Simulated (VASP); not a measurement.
SnSe2: band structure with PBE+D3(BJ)

Crystal: SnSe2.

```
Sn Se
1.0
     3.84084    0.00000    0.00000
    -1.92042    3.32627    0.00000
     0.00000    0.00000    6.00733
Sn Se
1 2
Direct
  0.00000 0.00000 0.00000
  0.33333 0.66667 0.26551
  0.66667 0.33333 0.73449
```

```
Program                : VASP 6.6.1
Task                   : band structure
Functional             : PBE
Dispersion             : D3(BJ)
Potentials or basis    : VASP PAW PBE potentials, release 64 (Sn_d, Se)
Cutoff                 : 520 eV
k mesh                 : 9 × 9 × 5
Occupations            : gaussian, width 0.03 eV
Spin                   : no spin polarisation
Further INCAR settings : ALGO = Normal; EDIFF = 1e-06; NBANDS = 20
```

```
Pressure                   : 0.0 GPa
Largest force              : 0.005 eV/Å
Band gap on the k mesh     : 0.43 eV, indirect (least direct gap 0.81 eV)
Band gap along the path    : 0.42 eV, indirect (least direct gap 0.81 eV)
Dispersion energy per atom : -0.364 eV
```

Forces in eV/Å, atoms in the order of the input:
```
Sn   0.000  0.000  0.000
Se   0.000  0.000 -0.005
Se   0.000  0.000  0.005
```

Levels at the corners of the path, in eV from the valence-band top:
```csv
point,band 9,band 10,band 11,band 12,band 13,band 14,band 15,band 16,band 17,band 18
Γ,-0.75,-0.75,-0.58,-0.58,-0.14,0.66,2.89,4.45,4.45,8.05
M,-4.38,-3.27,-2.69,-1.71,-0.41,1.08,3.47,4.85,4.97,6.79
M,-4.38,-3.27,-2.69,-1.71,-0.41,1.08,3.47,4.85,4.97,6.79
K,-3.60,-3.60,-3.32,-2.00,-2.00,0.72,6.18,6.18,6.81,7.32
K,-3.60,-3.60,-3.32,-2.00,-2.00,0.72,6.18,6.18,6.81,7.32
Γ,-0.75,-0.75,-0.58,-0.58,-0.14,0.66,2.89,4.45,4.45,8.05
Γ,-0.75,-0.75,-0.58,-0.58,-0.14,0.66,2.89,4.45,4.45,8.05
A,-2.48,-0.92,-0.92,-0.32,-0.32,2.36,2.74,4.06,4.06,7.32
A,-2.48,-0.92,-0.92,-0.32,-0.32,2.36,2.74,4.06,4.06,7.32
L,-5.04,-2.40,-2.08,-1.13,-1.02,0.58,3.86,4.49,5.71,5.93
L,-5.04,-2.40,-2.08,-1.13,-1.02,0.58,3.86,4.49,5.71,5.93
H,-4.35,-4.35,-3.88,-0.43,-0.43,2.17,4.15,4.15,5.63,8.09
H,-4.35,-4.35,-3.88,-0.43,-0.43,2.17,4.15,4.15,5.63,8.09
A,-2.48,-0.92,-0.92,-0.32,-0.32,2.36,2.74,4.06,4.06,7.32
L,-5.04,-2.40,-2.08,-1.13,-1.02,0.58,3.86,4.49,5.71,5.93
M,-4.38,-3.27,-2.69,-1.71,-0.41,1.08,3.47,4.85,4.97,6.79
K,-3.60,-3.60,-3.32,-2.00,-2.00,0.72,6.18,6.18,6.81,7.32
H,-4.35,-4.35,-3.88,-0.43,-0.43,2.17,4.15,4.15,5.63,8.09
```

Core levels (eV, on the scale of the bands):
```csv
atom,levels
1 Sn,"1s -28998.3, 2s -4369.7, 2p -3921.3, 3s -836.0, 3p -689.5, 3d -464.2, 4s -125.0, 4p -80.7"
2 Se,"1s -12492.6, 2s -1596.1, 2p -1402.5, 3s -202.8, 3p -142.3, 3d -42.5"
3 Se,"1s -12492.6, 2s -1596.1, 2p -1402.5, 3s -202.8, 3p -142.3, 3d -42.5"
```

It took 86 s on 1 thread of AMD EPYC 9R45 96-Core Processor (Zen 5) (shared host), peak memory 0.25 GiB.

Caveat: spin-orbit coupling is left out, which moves the levels of the heavy elements.
